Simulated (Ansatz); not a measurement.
# AlGa3N4: the cost of one run

Computed with Ansatz 0.2.0 (DFT PBEsol, scalar-relativistic, plane waves, PAW, unless a step's input says otherwise).

2 further runs of the same task are left out: 2 set aside as unsound or not needed.

### Step 1. The structure to begin with

It takes space group P-43m (No. 215, cubic). Conventional cell: a = 4.472 Å, b = 4.472 Å, c = 4.472 Å, α = 90.00°, β = 90.00°, γ = 90.00°. Al (site symmetry -43m) is surrounded by 4 N at 1.89 Å. Ga (site symmetry -42m) is surrounded by 4 N at 1.95 Å. N (site symmetry 3m) has 1 Al at 1.89 Å and 3 Ga at 1.95 Å as nearest neighbours.

Structure file:

```cif
data_structure
_symmetry_space_group_name_H-M 'P 1'
_symmetry_Int_Tables_number 1
_cell_length_a 4.4717
_cell_length_b 4.4717
_cell_length_c 4.4717
_cell_angle_alpha 90.000
_cell_angle_beta 90.000
_cell_angle_gamma 90.000
_cell_volume 89.42
loop_
_atom_site_label
_atom_site_type_symbol
_atom_site_fract_x
_atom_site_fract_y
_atom_site_fract_z
_atom_site_occupancy
Al1 Al 0.00000 0.00000 0.00000 1
Ga1 Ga 0.50000 0.50000 0.00000 1
Ga2 Ga 0.50000 0.00000 0.50000 1
Ga3 Ga 0.00000 0.50000 0.50000 1
N1 N 0.75571 0.75571 0.24429 1
N2 N 0.75571 0.24429 0.75571 1
N3 N 0.24429 0.75571 0.75571 1
N4 N 0.24429 0.24429 0.24429 1
```

The structure comes from the Materials Project (structure only).

(A quick probe on a coarse mesh, which set the mesh and smearing, is not shown.)

### Step 3. The relaxation

Contents of input.yaml:

```yaml
crystal:
  lattice:
    - [4.47168536, 0.0, 0.0]
    - [0.0, 4.47168536, 0.0]
    - [0.0, 0.0, 4.47168536]
  atoms:
    - { symbol: Al, position: [0.0, 0.0, 0.0] }
    - { symbol: Ga, position: [0.5, 0.5, 0.0] }
    - { symbol: Ga, position: [0.5, 0.0, 0.5] }
    - { symbol: Ga, position: [0.0, 0.5, 0.5] }
    - { symbol: "N", position: [0.75571442, 0.75571442, 0.24428558] }
    - { symbol: "N", position: [0.75571442, 0.24428558, 0.75571442] }
    - { symbol: "N", position: [0.24428558, 0.75571442, 0.75571442] }
    - { symbol: "N", position: [0.24428558, 0.24428558, 0.24428558] }
basis:
  ecutwfc: 420
kpoints:
  mp_grid: { grid: [6, 6, 6] }
hamiltonian:
  xc: pbesol
scf:
  occupations: { method: gaussian, width: 0.02 }
output:
  forces: true
  stress: true
  eigenvalues: true
relax:
  adjacent_minimum: "off"
  f_tol: 0.005
  max_steps: 80
  cell: { stress_tol: 0.05 }
```

Command:

```console
> ansatz run input.yaml --threads 2 --pin off --max-ram 6144MiB --backend cpu --events-out ev --progress --plain --runs-dir out
```

Q: Estimate wall time and peak memory on 2 threads of Intel Xeon 6975P-C (Granite Rapids), shared host.

About 7 s, with a peak of 0.43 GiB.
